## Question

In CoSi₂ each cobalt atom sits at the centre of a cube of eight silicon atoms. One cobalt atom of the 12-atom cell is pushed off its site, along a line parallel to a face diagonal of that cube, while the cell and all other atoms stay where they were. The energy, the force on the moved atom and the pressure were computed by density functional theory.

CoSi₂, fluorite type, 12-atom cubic cell (undisturbed: Fm-3m, a = 5.360 Å, 12.83 Å³ per atom), with one Co atom moved along the Cartesian direction (−1, 1, 0) and all else fixed. Ansatz 0.2.0, plane-wave PAW, scalar-relativistic, PBE, no spin polarisation, cutoff 420 eV, Γ-centred 10×10×10 k mesh, Gaussian smearing of 0.15 eV. Energies are free energies.

```
displacement (Å)  energy change (eV a cell)  force along direction (eV/Å summed over the moved atoms)  pressure (GPa)
            -0.3                      0.644                                                     4.548            2.07
            -0.1                      0.068                                                     1.362            0.23
               0                      0.000                                                     0.000            0.00
             0.2                      0.276                                                    -2.842            0.92
            0.25                      0.439                                                    -3.661            1.44
```

In the table, *displacement* is the position of the atom along the line and *energy change* is counted from the undisturbed crystal. *Force along direction* acts on the moved atom, and *pressure* is positive when the crystal would like to expand. With the atom off its site, the symmetry is lower than that of the undisturbed crystal.

The move brings the atom closer to two silicon atoms, the close pair, and takes it away from two others, the far pair. The remaining four silicon atoms lie to the side, and their distances hardly change. The same calculation gives the forces on the atoms that were held still. Their parts along the line, in eV/Å, are:

| size of displacement (Å) | push on close pair | pull on far pair | all other atoms |
|---|---|---|---|
| 0.1 | 0.66 | 0.41 | 0.29 |
| 0.2 | 1.63 | 0.63 | 0.59 |
| 0.25 | 2.24 | 0.68 | 0.74 |
| 0.3 | 2.95 | 0.70 | 0.90 |

**(a)** The rows are unevenly spaced and lie on both sides of the site. Put them in a sensible order and decide how nearly the atom behaves as if held by a spring.

**(b)** The forces on the two silicon pairs are nothing like those of springs. Explain how such bonds together make the well found in (a).

**(c)** Explain why the pressure is positive on both sides of the site and grows as the square of the displacement. Estimate it at 0.3 Å from the forces in the bonds. At that displacement the force on one silicon atom along the cubic axis at right angles to the line is 1.229 eV/Å in the close pair, directed away from the cobalt atom, and 0.175 eV/Å in the far pair, directed towards it.

## Model answer

### (a) An almost perfect spring

The cobalt site has inversion symmetry, so a step forward and an equal step backward give the same crystal seen from the other side. The sign of the displacement therefore carries no physics, and the rows belong in the order 0, 0.1, 0.2, 0.25 and 0.3 Å. In that order energy, pressure and the size of the force all rise smoothly. The force changes sign only because it always points back to the site.

For an ideal spring, force divided by displacement is constant. Here it is 13.6 eV/Å² at 0.1 Å and 15.2 eV/Å² at 0.3 Å, a rise of 11 %. The energy agrees: three times the displacement costs about 9.5 times the energy, where a parabola would give 9. The well is thus a parabola with slightly steepened walls. As a scale to remember, a shift of 0.1 Å costs about 0.07 eV, between two and three times the thermal energy at room temperature.

### (b) Uneven bonds, even well

The forces on all atoms of the cell add up to zero. The force that drives the cobalt atom back is therefore matched by the forces on all the others, and the second table shows who takes them up. The close pair is pushed away ahead of the moving atom, and the far pair is pulled along behind it. Both pairs thereby drive the cobalt atom back towards its site.

The two pairs respond very differently. Between 0.1 and 0.3 Å the push per ångström of displacement grows by about half, while the pull per ångström falls by more than 40 %. This is the usual shape of a bond's energy curve. Squeezing a bond forces electron clouds into each other, and the repulsion climbs steeply; stretching it weakens the overlap that binds, so the pull levels off.

Symmetry now ties the two responses together. Let *x* be the size of the displacement, and write the push on the close pair as

push = *ax* + *bx*² + *cx*³,

with higher powers left out. If the atom moves the other way, the two pairs exchange roles. The pull on the far pair must then follow from the same expression with *x* replaced by −*x* and the overall sign reversed:

pull = *ax* − *bx*² + *cx*³.

The restoring force contains the sum, 2*ax* + 2*cx*³. The square term, which makes a squeezed bond so unlike a stretched one, has dropped out. What one pair gains by being squeezed, the other loses by being stretched.

The difference between push and pull keeps just what the sum has lost, namely 2*bx*². Divided by the square of the displacement, it should be constant, and it is: 24.9 eV/Å³ at 0.1 Å and 25.0 eV/Å³ at 0.3 Å. The lopsidedness of the bonds is therefore large and regular. It is merely invisible in the force on the cobalt atom.

The small hardening found in (a) is the part that does not cancel. The push per ångström rises by 3.2 eV/Å², from 6.6 to 9.8, while the pull per ångström falls by only 1.8 eV/Å², from 4.1 to 2.3. The net gain of 1.4 eV/Å² accounts for about nine tenths of the stiffening of the whole force. Repulsion steepens faster than the pull fades, so the walls of the well bend upwards.

### (c) The pressure shows what the force hides

A tempting answer is that the moved atom shortens the bonds around it and so crowds the crystal. The distances contradict this. At 0.3 Å the close bonds have shrunk from 2.32 to 2.08 Å, but the far ones have grown to 2.57 Å and the sideways ones to 2.34 Å. On average the eight bonds have become slightly longer.

The pressure comes from forces, not from average lengths. A squeezed bond pushes its two ends apart and tries to expand the crystal, whereas a stretched bond pulls its ends together and tries to shrink it. For the cobalt atom the two effects help each other, since both drive it home. For the crystal they oppose each other, and the stronger one wins. The push is always the stronger, so the pressure is positive whichever way the atom moves.

The square law follows from the same symmetry. Equal steps forward and backward must give equal pressure, so no term proportional to the displacement can occur, and the first one allowed is the square. The table bears this out: from 0.1 to 0.3 Å the pressure rises from 0.23 to 2.07 GPa, a factor of nine.

For the estimate, treat the forces on the four silicon atoms as forces in four separate bonds. Each bond contributes its force times its length, counted positive for a push and negative for a pull. The pressure is the sum of these products divided by three times the cell volume. It is convenient to split forces and lengths into a part along the line and a part along the cubic axis at right angles to it, called *z* here.

1. Along the line, the silicon atoms of both pairs lie 1.895 Å from the undisturbed site. After the move, the close pair is 1.595 Å away and the far pair 2.195 Å. The products give 2.947 × 1.595 − 0.701 × 2.195 ≈ 3.16 eV.
2. Along *z*, each of these atoms lies 1.34 Å from the cobalt atom. The force on one atom in this direction is 1.229 eV/Å in the close pair and 0.175 eV/Å in the far pair. With two atoms in each pair this gives 2 × 1.34 × (1.229 − 0.175) ≈ 2.82 eV.
3. The sum is 5.98 eV and the cell volume is 12 × 12.83 ≈ 154 Å³. The pressure is 5.98/(3 × 154) ≈ 0.0129 eV/Å³. Since 1 eV/Å³ is about 160 GPa, this is close to 2.1 GPa.

The full calculation gives 2.07 GPa. Four bonds thus yield the right sign and the right size of the pressure, with no adjustable constant.

## Remarks on the reasoning

**The agreement in (c) is better than the model deserves.** Pressure is an average over three directions, and the directions can be compared one by one. At 0.3 Å the four bonds give 3.3 GPa along the line, where the full calculation has 3.7, and 2.9 GPa along *z*, where it has 2.6. One value is too low by about 11 %, the other too high by about 13 %, and the errors cancel in the average. The estimate leaves out the sideways silicon atoms, the other cobalt atoms and everything in a metal that cannot be assigned to single bonds. The sideways silicon atoms are not to blame: the forces on them are too small to close either gap, and along the line their share would make the estimate still lower. Nor does the force on a far atom point exactly along its bond, so the picture of separate bonds is only approximate. The forces at hand do not separate the other two, since each of the other cobalt atoms feels several copies of the moved atom at once.

**The pattern of the stress is firmer evidence than the average.** The cobalt atom and its four active silicon neighbours lie in one plane. If their bonds carry the load, there should be almost no stress at right angles to that plane. The calculation finds −0.06 GPa there, against several gigapascals within the plane. Crowding that acted evenly in all directions would give no such contrast. The pattern shows where the load lies; it does not by itself say how much of it is repulsion gained and how much is binding lost.

**Symmetry and chemistry do different work.** Inversion symmetry alone requires that the square term vanish from the restoring force and that the pressure have no linear term. It does not say that squeezed bonds push harder than stretched ones pull, or that the well hardens. Those facts come from the computed forces, and their explanation by repulsion and fading overlap is standard bonding theory, which this calculation does not test separately. Push and pull are net forces on the silicon atoms, that is, changes from the balanced crystal, so a pull that levels off could also be repulsion that the departing cobalt atom no longer supplies. A good answer keeps the two kinds of argument apart.

**The same reasoning shows where a lopsided well may occur.** A silicon atom in this crystal has four cobalt neighbours at the corners of a tetrahedron, so its site has no inversion symmetry. A step towards one cobalt atom differs from a step away from it, and the square term in the force need not cancel. This is an argument from symmetry; the table contains no such move.

**The stiffness is that of a frozen surrounding.** The neighbours were not allowed to give way, although at 0.3 Å the force on each atom of the close pair reaches about 1.9 eV/Å. Letting them relax would lower the energy. Moreover, the cell repeats, so one cobalt atom in four moves in step throughout the crystal. The 14 eV/Å² or so is therefore an on-site force constant, which is defined with the neighbours held still, and it includes the coupling of the atom to its own copies. It is not the stiffness of an atom whose neighbours give way, nor that of one lattice vibration. Spin polarisation was left out as well, so whether the displaced atom would gain a magnetic moment, and thereby a lower energy, was not tested.

**The link to thermal expansion is sound, but only in kind.** Atoms that vibrate about their sites spend equal time on both sides, so their average displacement is zero, but the average of its square is not. A pressure that grows as the square therefore survives the averaging and pushes the crystal to expand as it warms. To obtain the actual expansion one would need all vibrations, with the neighbours moving too.
